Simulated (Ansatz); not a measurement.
**Ca in Ansatz: the effect of functional**

The system is Ca.

```xyz
1
Lattice="0.0000 2.7564 2.7564 2.7564 0.0000 2.7564 2.7564 2.7564 0.0000" Properties=species:S:1:pos:R:3 pbc="T T T"
Ca    0.0000    0.0000    0.0000
```

The cell isn't the ideal one: volume scaled by 0.96.

Alike in all runs:

```yaml
Program: Ansatz 0.2.0
Task: single point
Potentials_or_basis: Ansatz PAW
k_mesh: 8 × 8 × 8
Occupations: fermi-dirac, width 0.05 eV
Spin: no spin polarisation
```

Q: One run gave: pressure -1.6 GPa. Which functional did it use?
A. LDA
B. r2SCAN
C. PBE

A: A.

```csv
functional,cutoff,pressure (GPa)
LDA,420 eV (not typed: the program's choice for these potentials),-1.6
r2SCAN,500 eV (not typed: the program's choice for these potentials),0.6
PBE,420 eV (not typed: the program's choice for these potentials),0.1
```

Caveats: the PAW data sets come from PBE, with cores solved anew for the run's functional, which leaves a small shift of forces and pressure (some runs).
